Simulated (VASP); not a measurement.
# Ge (Pm-3m) in VASP: further runs

The runs below take Ge through single point, relaxation of cell and atoms, with PBE.

All numbers are computed with VASP 6.6.1; they aren't measurements. Logs are shortened: lines on timing, memory, paths and dates and some standing lists are left out, and cuts for length are marked.

### 1 The cell of the first run

The structure is cubic, space group Pm-3m (No. 221). Conventional cell: a = 2.711 Å, b = 2.711 Å, c = 2.711 Å, α = 90.00°, β = 90.00°, γ = 90.00°. Ge (site symmetry m-3m) is surrounded by 6 Ge at 2.71 Å.

The cell was built by a generator and needn't be a form met in nature.

### 2 Single point, PBE (random cell by space group and Wyckoff sites (Cmmm, No. 65))

Contents of INCAR:

```
  PREC = Accurate
  ENCUT = 520
  EDIFF = 1E-7
  ISMEAR = 0
  SIGMA = 0.1
  LREAL = False
  LASPH = True
  NELM = 100
  ALGO = Fast
  ISIF = 2
  LWAVE = False
  LCHARG = False
  GGA = PE
  NBANDS = 13
```

Contents of KPOINTS:

```
regular mesh
0
Gamma
  20 20 20
```

Contents of POSCAR:

```
Ge
1.0
    2.7110424272      0.0000000000      0.0000000000
    0.0000000000      2.7110424272      0.0000000000
    0.0000000000      0.0000000000      2.7110424272
Ge
1
Direct
    0.5000000000      0.5000000000      0.5000000000
```

Potentials or basis: VASP PAW PBE potentials, release 64 (Ge_d).

Command:

```bash
> cat potpaw_PBE.64/Ge_d/POTCAR > POTCAR
> mpirun -np 1 vasp_std > vasp.out
```

OUTCAR:

```text
PREC = Accurate
   ENCUT = 520
   EDIFF = 1E-7
   ISMEAR = 0
   LREAL = False
   LASPH = True
   NELM = 100
   ISIF = 2
   GGA = PE

 ion  position               nearest neighbor table
   1  0.500  0.500  0.500-

  LATTYP: Found a simple cubic cell.
 ALAT       =     2.7110424272

  Lattice vectors:

 A1 = (   2.7110424272,   0.0000000000,   0.0000000000)
 A2 = (   0.0000000000,   2.7110424272,   0.0000000000)
 A3 = (   0.0000000000,   0.0000000000,   2.7110424272)

Analysis of symmetry for initial positions (statically):
=====================================================================
 Subroutine PRICEL returns:
 Original cell was already a primitive cell.

 Routine SETGRP: Setting up the symmetry group for a
 simple cubic supercell.

 Subroutine GETGRP returns: Found 48 space group operations
 (whereof 48 operations were pure point group operations)
 out of a pool of 48 trial point group operations.

The static configuration has the point symmetry O_h .

Analysis of symmetry for dynamics (positions and initial velocities):
=====================================================================
 Subroutine PRICEL returns:
 Original cell was already a primitive cell.

 Routine SETGRP: Setting up the symmetry group for a
 simple cubic supercell.

 Subroutine GETGRP returns: Found 48 space group operations
 (whereof 48 operations were pure point group operations)
 out of a pool of 48 trial point group operations.

The dynamic configuration has the point symmetry O_h .

 Subroutine INISYM returns: Found 48 space group operations
 (whereof 48 operations are pure point group operations),
 and found     1 'primitive' translations

----------------------------------------------------------------------------------------

                                     Primitive cell

  volume of cell :      19.9255

  direct lattice vectors                    reciprocal lattice vectors
     2.711042427  0.000000000  0.000000000     0.368861804  0.000000000  0.000000000
     0.000000000  2.711042427  0.000000000     0.000000000  0.368861804  0.000000000
     0.000000000  0.000000000  2.711042427     0.000000000  0.000000000  0.368861804

  length of vectors
     2.711042427  2.711042427  2.711042427     0.368861804  0.368861804  0.368861804

  position of ions in fractional coordinates (direct lattice)
     0.500000000  0.500000000  0.500000000

  ion indices of the primitive-cell ions
   primitive index   ion index
                 1           1

----------------------------------------------------------------------------------------

 KPOINTS: regular mesh

Automatic generation of k-mesh.
 Grid dimensions read from file:
 generate k-points for:   20   20   20

 Generating k-lattice:

  Cartesian coordinates                     Fractional coordinates (reciprocal lattice)
     0.018443090  0.000000000  0.000000000     0.050000000  0.000000000  0.000000000
     0.000000000  0.018443090  0.000000000     0.000000000  0.050000000  0.000000000
     0.000000000  0.000000000  0.018443090     0.000000000  0.000000000  0.050000000

  Length of vectors
     0.018443090  0.018443090  0.018443090

  Shift w.r.t. Gamma in fractional coordinates (k-lattice)
     0.000000000  0.000000000  0.000000000

 Subroutine IBZKPT returns following result:
 ===========================================

 Found    286 irreducible k-points:

 Following reciprocal coordinates:
            Coordinates               Weight
  0.000000  0.000000  0.000000      1.000000
  0.050000  0.000000  0.000000      6.000000
  0.100000  0.000000  0.000000      6.000000
  0.150000  0.000000  0.000000      6.000000
  0.200000  0.000000  0.000000      6.000000
  0.250000  0.000000  0.000000      6.000000
[... 16 lines left out ...]
  0.150000  0.100000  0.000000     24.000000
  0.200000  0.100000  0.000000     24.000000
 [... further k-points ...]
   k-points           NKPTS =    286   k-points in BZ     NKDIM =    286   number of bands    NBANDS=     13
   number of dos      NEDOS =    301   number of ions     NIONS =      1
   total plane-waves  NPLWV =   8000
   dimension x,y,z NGX =    20 NGY =   20 NGZ =   20
   dimension x,y,z NGXF=    40 NGYF=   40 NGZF=   40
   ions per type =               1
   NGX,Y,Z   is equivalent  to a cutoff of  12.26, 12.26, 12.26 a.u.
   NGXF,Y,Z  is equivalent  to a cutoff of  24.53, 24.53, 24.53 a.u.
 SYSTEM =  unknown system
   PREC   = accura    normal or accurate (medium, high low for compatibility)
   ISTART =      0    job   : 0-new  1-cont  2-samecut
   ICHARG =      2    charge: 1-file 2-atom 10-const
   ISPIN  =      1    spin polarized calculation?
   LNONCOLLINEAR =      F non collinear calculations
   LSORBIT =      F    spin-orbit coupling
   LASPH  =      T    aspherical Exc in radial PAW
   ENCUT  =  520.0 eV  38.22 Ry    6.18 a.u.   5.04  5.04  5.04*2*pi/ulx,y,z
   NELM   =    100;   NELMIN=  2; NELMDL= -5     # of ELM steps
   EDIFF  = 0.1E-06   stopping-criterion for ELM
   LREAL  =      F    real-space projection
[... 7 lines left out ...]
   TEBEG  =    0.0;   TEEND  =   0.0 temperature during run
   PSTRESS=    0.0 pullay stress
   NELECT =      14.0000    total number of electrons
   NUPDOWN=      -1.0000    fix difference up-down
   EMIN   =  10.00;   EMAX   =-10.00  energy-range for DOS
   EFERMI =   0.00;   METHOD = LEGACY
   ISMEAR =     0;   SIGMA  =   0.10  broadening in eV -4-tet -1-fermi 0-gaus
   EFERMI_NEDOS =   21; number of points for ismear=-14 and -15
   IALGO  =     68    algorithm
   IMIX   =      4    mixing-type and parameters
     AMIX     =   0.40;   BMIX     =  1.00
     AMIX_MAG =   1.60;   BMIX_MAG =  1.00
  volume/ion in A,a.u.               =      19.93       134.46
  Fermi-wavevector in a.u.,A,eV,Ry     =   1.455396  2.750300 28.819557  2.118178
  Thomas-Fermi vector in A             =   2.572435
   LORBIT       =      0    0 simple, 1 ext, 2 COOP (PROOUT), +10 PAW based schemes
   GGA     = PE    functional components
   LHFCALC =     F    Hartree Fock is set to
   AEXX    =    0.0000 exact exchange contribution
   IVDW    =     0    specifies the selected vdW correction
   LEPSILON=     F    determine dielectric tensor
   LRPA    =     F    only Hartree local field effects (RPA)
 non-spin polarized calculation
 RMM-DIIS sequential band-by-band and
 Gauss-broadening in eV      SIGMA  =   0.10
  energy-cutoff  :      520.00
  volume of cell :       19.93
 maximum number of plane-waves:       554
   NGX = 11   NGY = 11   NGZ = 11

 number of electron      13.9999969 magnetization

 Free energy of the ion-electron system (eV)
  ---------------------------------------------------
  ext. energy  EPLUGINS =         0.00000000
  ---------------------------------------------------
  free energy    TOTEN  =        -4.27095915 eV

  energy without entropy =       -4.26845636  energy(sigma->0) =       -4.26970776

 E-fermi :   5.8941     XC(G=0): -10.9073

 val. band max:        5.8801549519   @ k =   0.3000   0.3000   0.2000
 cond. band min:       5.9167562583   @ k =   0.4500   0.4500   0.4000
 fundamental gap:      0.0366013064
 Fermi energy:         5.8941089383

 k-point     1 :       0.0000    0.0000    0.0000
  band No.  band energies     occupation
      1     -18.7599      2.00000
      2     -18.7599      2.00000
      3     -18.5171      2.00000
      4     -18.5171      2.00000
      5     -18.5171      2.00000
      6      -6.8161      2.00000
      7      12.4938      0.00000
      8      12.4938      0.00000
      9      12.4938      0.00000
     10      15.9299      0.00000
     11      15.9299      0.00000
     12      18.3379      0.00000
     13      34.5607      0.00000

 k-point     2 :       0.0500    0.0000    0.0000
  band No.  band energies     occupation
      1     -18.7596      2.00000
      2     -18.7552      2.00000
      3     -18.5187      2.00000
      4     -18.5187      2.00000
      5     -18.5170      2.00000
      6      -6.7673      2.00000
      7      11.6878      0.00000
      8      12.5408      0.00000
      9      12.5408      0.00000
     10      15.9735      0.00000
     11      16.5724      0.00000
     12      18.6287      0.00000
     13      32.8999      0.00000

 k-point     3 :       0.1000    0.0000    0.0000
  band No.  band energies     occupation
      1     -18.7586      2.00000
      2     -18.7417      2.00000
      3     -18.5232      2.00000
      4     -18.5232      2.00000
      5     -18.5166      2.00000
      6      -6.6210      2.00000
      7      10.1622      0.00000
      8      12.6806      0.00000
      9      12.6806      0.00000
     10      16.1039      0.00000
     11      17.3545      0.00000
     12      19.7499      0.00000
     13      31.0857      0.00000

 k-point     4 :       0.1500    0.0000    0.0000
  band No.  band energies     occupation
      1     -18.7572      2.00000
      2     -18.7206      2.00000
      3     -18.5303      2.00000
      4     -18.5303      2.00000
      5     -18.5161      2.00000
      6      -6.3779      2.00000
      7       8.5281      0.00000
      8      12.9095      0.00000
      9      12.9095      0.00000
     10      16.3202      0.00000
     11      17.7984      0.00000
     12      21.5521      0.00000
     13      29.3968      0.00000

 k-point     5 :       0.2000    0.0000    0.0000
  band No.  band energies     occupation
      1     -18.7553      2.00000
      2     -18.6940      2.00000
      3     -18.5391      2.00000
      4     -18.5391      2.00000
      5     -18.5153      2.00000
      6      -6.0395      2.00000
      7       6.9252      0.00000
      8      13.2204      0.00000
      9      13.2204      0.00000
     10      16.6203      0.00000
     11      18.1777      0.00000
     12      23.5648      0.00000
     13      27.8203      0.00000

 k-point     6 :       0.2500    0.0000    0.0000
  band No.  band energies     occupation
      1     -18.7533      2.00000
      2     -18.6647      2.00000
      3     -18.5489      2.00000
      4     -18.5489      2.00000
      5     -18.5145      2.00000
      6      -5.6091      2.00000
      7       5.3987      2.00000
      8      13.6018      0.00000
      9      13.6018      0.00000
     10      17.0004      0.00000
     11      18.5954      0.00000
     12      25.3710      0.00000
     13      26.3693      0.00000

 k-point     7 :       0.3000    0.0000    0.0000
  band No.  band energies     occupation
      1     -18.7512      2.00000
      2     -18.6354      2.00000
      3     -18.5586      2.00000
      4     -18.5586      2.00000
      5     -18.5137      2.00000
      6      -5.0940      2.00000
      7       3.9733      2.00000
      8      14.0345      0.00000
      9      14.0345      0.00000
     10      17.4524      0.00000
     11      19.0765      0.00000
     12      25.0622      0.00000
     13      25.0633      0.00000
[... 193 lines left out ...]
 k-point    20 :       0.4500    0.0500    0.0000
  band No.  band energies     occupation
      1     -18.7435      2.00000
      2     -18.5811      2.00000
      3     -18.5787      2.00000
      4     -18.5730      2.00000
      5     -18.5135      2.00000
      6      -3.3042      2.00000
      7       0.7409      2.00000
      8      14.5336      0.00000
      9      15.2678      0.00000
     10      19.4163      0.00000
     11      20.0019      0.00000
     12      21.9841      0.00000
     13      22.4659      0.00000

 k-point    21 :       0.5000    0.0500    0.0000
  band No.  band energies     occupation
      1     -18.7432      2.00000
      2     -18.5826      2.00000
      3     -18.5802      2.00000
      4     -18.5684      2.00000
      5     -18.5134      2.00000
      6      -3.0609      2.00000
      7       0.3942      2.00000
      8      14.6664      0.00000
      9      15.3860      0.00000
     10      19.6225      0.00000
     11      19.9181      0.00000
     12      21.9870      0.00000
     13      22.2509      0.00000

 k-point    22 :       0.1000    0.1000    0.0000
  band No.  band energies     occupation
      1     -18.7490      2.00000
      2     -18.7317      2.00000
      3     -18.5296      2.00000
      4     -18.5230      2.00000
      5     -18.5224      2.00000
      6      -6.4260      2.00000
      7      10.1191      0.00000
      8      10.6047      0.00000
      9      12.8674      0.00000
     10      16.8692      0.00000
     11      19.0360      0.00000
     12      20.2487      0.00000
     13      28.0489      0.00000

 k-point    23 :       0.1500    0.1000    0.0000
  band No.  band energies     occupation
      1     -18.7452      2.00000
      2     -18.7128      2.00000
      3     -18.5369      2.00000
      4     -18.5297      2.00000
      5     -18.5221      2.00000
      6      -6.1830      2.00000
      7       8.6871      0.00000
      8      10.6384      0.00000
      9      13.0963      0.00000
     10      17.1429      0.00000
     11      19.7203      0.00000
     12      21.6604      0.00000
     13      26.5026      0.00000

 k-point    24 :       0.2000    0.1000    0.0000
  band No.  band energies     occupation
      1     -18.7426      2.00000
      2     -18.6869      2.00000
      3     -18.5461      2.00000
      4     -18.5385      2.00000
      5     -18.5213      2.00000
      6      -5.8447      2.00000
      7       7.1011      0.00000
      8      10.9407      0.00000
      9      13.4072      0.00000
     10      17.4651      0.00000
     11      20.0363      0.00000
     12      23.3191      0.00000
     13      25.3756      0.00000

 [... further k-points ...]
[... 5 lines left out ...]
  --------------------------------------------------------------------------------------
  -------------------------------------------------------------------------------------
  Total       -0.0012244     -0.0012244     -0.0012244     -0.0000000     -0.0000000      0.0000000
  in kB       -0.0984517     -0.0984517     -0.0984517     -0.0000000     -0.0000000      0.0000000
  external PRESSURE =      -0.0984517 kB  Pullay stress =       0.0000000 kB

 VOLUME and BASIS-vectors are now :
 -----------------------------------------------------------------------------
  energy-cutoff  :      520.00
  volume of cell :       19.93
      direct lattice vectors                 reciprocal lattice vectors
     2.711042427  0.000000000  0.000000000     0.368861804  0.000000000  0.000000000
     0.000000000  2.711042427  0.000000000     0.000000000  0.368861804  0.000000000
     0.000000000  0.000000000  2.711042427     0.000000000  0.000000000  0.368861804

 POSITION                                       TOTAL-FORCE (eV/Angst)
 -----------------------------------------------------------------------------------
      1.35552      1.35552      1.35552         0.000000      0.000000      0.000000
 -----------------------------------------------------------------------------------
    total drift:                               -0.000000      0.000000     -0.000000

  FREE ENERGIE OF THE ION-ELECTRON SYSTEM (eV)
  ---------------------------------------------------
  free  energy   TOTEN  =        -4.2709591548 eV

  energy  without entropy=       -4.2684563586  energy(sigma->0) =       -4.26970776
```

Run time: 20 s. Hardware: 1 thread of Intel Xeon 6975P-C (Granite Rapids), shared host; peak memory 0.17 GiB.

What came out:

- Free energy: -4.2710 eV
- Pressure: 0.0 GPa
- Band gap on the k mesh: none (metal or under the smearing width)

Levels at points of the mesh, in eV from the Fermi level:
| k point | band 5 | band 6 | band 7 | band 8 | band 9 | band 10 |
| --- | --- | --- | --- | --- | --- | --- |
| (0.00, 0.00, 0.00) | -24.41 | -12.71 | 6.60 | 6.60 | 6.60 | 10.04 |
| (0.50, 0.00, 0.00) | -24.41 | -9.00 | -5.55 | 9.44 | 9.44 | 13.24 |
| (0.50, 0.50, 0.00) | -24.34 | -5.07 | -2.50 | -2.50 | 3.21 | 12.23 |
| (0.50, 0.50, 0.50) | -24.33 | -0.55 | 0.35 | 0.35 | 0.35 | 6.91 |

### 3 Relaxation of cell and atoms, PBE (random cell by space group and Wyckoff sites (Cmmm, No. 65))

Contents of INCAR:

```
SYSTEM = Ge
  ALGO = Fast
  EDIFF = 1E-7
  EDIFFG = -0.01
  ENCUT = 600
  GGA = PE
  IBRION = 2
  ISIF = 3
  ISMEAR = 0
  LASPH = .TRUE.
  LCHARG = .FALSE.
  LREAL = .FALSE.
  LWAVE = .FALSE.
  NELM = 100
  NSW = 100
  PREC = Accurate
  SIGMA = 0.1
```

Contents of KPOINTS:

```
k-points
0
G
  20 20 20
  0 0 0
```

Contents of POSCAR:

```
Ge
1.0
    2.7102275377      0.0000000000      0.0000000000
    0.0000000000      2.7102275377      0.0000000000
    0.0000000000      0.0000000000      2.7102275377
Ge
1
Direct
    0.5000000000      0.5000000000      0.5000000000
```

Potentials or basis: VASP PAW PBE potentials, release 64 (Ge_d).

Command:

```bash
> cat potpaw_PBE.64/Ge_d/POTCAR > POTCAR
> mpirun -np 1 vasp_std > vasp.out
```

It took 42 s on 1 thread of Intel Xeon 6975P-C (Granite Rapids), shared host; peak memory 0.2 GiB.

The run converged. Its results:

```
Free energy                            : -4.2710 eV
Relaxed volume                         : 19.94 Å³/atom
Relaxed cell                           : a = 2.712 Å, b = 2.712 Å, c = 2.712 Å, α = 90.00°, β = 90.00°, γ = 90.00°
Space group after relaxing (to 0.05 Å) : Pm-3m (No. 221)
Energy gained by relaxing              : 0.0 meV/atom
Ionic steps                            : 3
Pressure after relaxing                : 0.0 GPa
Band gap on the k mesh                 : none (metal or under the smearing width)
```

Final structure:
```yaml
crystal:
  lattice:
    - [2.71169, 0.00000, 0.00000]
    - [0.00000, 2.71169, 0.00000]
    - [0.00000, 0.00000, 2.71169]
  atoms:
    - { symbol: Ge, position: [0.50000, 0.50000, 0.50000] }
```

Levels at points of the mesh, in eV from the Fermi level:
```
           k point  band 5  band 6  band 7  band 8  band 9  band 10
(0.00, 0.00, 0.00)  -24.41  -12.70    6.60    6.60    6.60    10.03
(0.50, 0.00, 0.00)  -24.41   -9.00   -5.54    9.44    9.44    13.23
(0.50, 0.50, 0.00)  -24.34   -5.08   -2.50   -2.50    3.21    12.22
(0.50, 0.50, 0.50)  -24.33   -0.55    0.35    0.35    0.35     6.91
```
